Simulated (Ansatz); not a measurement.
Cu Kα1 powder pattern (kinematic, no thermal factors).
2θ (°) (relative intensity): 21.71 (60), 23.35 (29), 28.60 (45), 29.99 (24), 35.28 (25), 37.33 (25), 38.35 (100), 41.92 (33), 44.25 (41), 45.89 (20), 46.97 (16), 47.76 (5), 48.47 (9), 54.38 (9), 55.06 (2), 55.80 (6), 57.34 (6), 57.42 (28), 58.05 (7), 59.21 (1), 62.32 (19), 63.97 (31), 66.06 (8), 66.82 (3), 67.51 (3), 67.79 (27), 68.15 (3), 68.80 (3), 69.97 (7), 73.49 (1), 73.69 (7), 74.62 (4), 74.77 (10), 76.21 (8), 76.83 (5), 77.35 (3), 79.21 (3), 79.58 (12), 80.56 (6), 80.76 (7), 81.35 (4), 82.14 (2), 82.45 (2), 82.60 (1), 82.67 (4), 88.28 (2), 89.76 (3)

The pattern is computed from a structure relaxed with Ansatz 0.2.0, DFT PBE, scalar-relativistic, plane waves, PAW. No spin polarisation. Its elements are Al, N.

Task: Give the structure.

Result: AlN.
Space group Pm (No. 6). a = 3.886 Å, b = 2.977 Å, c = 4.177 Å, α = 90.00°, β = 101.67°, γ = 90.00°
| atom | site | symmetry | x | y | z |
| --- | --- | --- | --- | --- | --- |
| Al | 1a | m | 0.0594 | 0.0000 | 0.1573 |
| Al | 1b | m | 0.7246 | 0.5000 | 0.5847 |
| N | 1a | m | 0.0707 | 0.0000 | 0.6938 |
| N | 1a | m | 0.4013 | 0.0000 | 0.5642 |

A pattern alone doesn't exclude other cells with like lines; this is the one computed.

Another cell of AlN relaxed alike, in P6_3mc, lies 1.26 eV/atom lower, so this cell isn't the stable form at this level.

The cell was found from a structure generator's guess, not taken from experiment.
